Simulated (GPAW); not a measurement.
This GPAW 26.7.0 run on FeO (Wuestite) needs a look.

File run.py:

```python
from ase.dft.bandgap import bandgap
from ase.io import read, write
from ase.units import GPa
from gpaw import GPAW, PW

atoms = read('POSCAR')
atoms.set_initial_magnetic_moments([3.0, 0.0])

calc = GPAW(mode=PW(800),
            h=0.18,
            gpts=(24, 24, 24),
            xc='PBE',
            kpts={'size': (8, 8, 8), 'gamma': True},
            occupations={'name': 'fermi-dirac', 'width': 0.05},
            nbands=17,
            convergence={'density': 1e-05, 'energy': 1e-05},
            maxiter=75,
            txt='gpaw.txt')
atoms.calc = calc
energy = atoms.get_potential_energy()
forces = atoms.get_forces()
stress = atoms.get_stress()
calc.write('gs.gpw')
write('result.traj', atoms)
print(f'Energy: {energy:.6f} eV')
print('Forces (eV/A):')
print(forces.round(4))
print('Stress (GPa):', (stress / GPa).round(3))
print('Moments:', calc.get_magnetic_moments().round(3))
print('Fermi level:', round(calc.get_fermi_level(), 4), 'eV')
print(f'Gap: {bandgap(calc)[0]:.4f} eV, direct: {bandgap(calc, direct=True)[0]:.4f} eV')
```

The input POSCAR:

```
FeO
1.0
    0.0000000000      2.1554000000      2.0260760000
    2.1554000000      0.0000000000      2.0260760000
    2.1554000000      2.1554000000      0.0000000000
Fe O
1 1
Direct
    0.0000000000      0.0000000000      0.0000000000
    0.5000000000      0.5000000000      0.5000000000
```

Potentials or basis: GPAW PAW data sets (gpaw-data 1.2.1), pw.

Launch:

```console
$ OMP_NUM_THREADS=1 python run.py
```

gpaw.txt:

```text
ValueError: You can't use both "gpts" and "h"!
```

Question: How did it end, and where is the flaw?

Answer: The input was rejected before any iteration. The input holds a flaw that was put in on purpose: grid spacing and grid points both typed (gpts = 24 × 24 × 24).
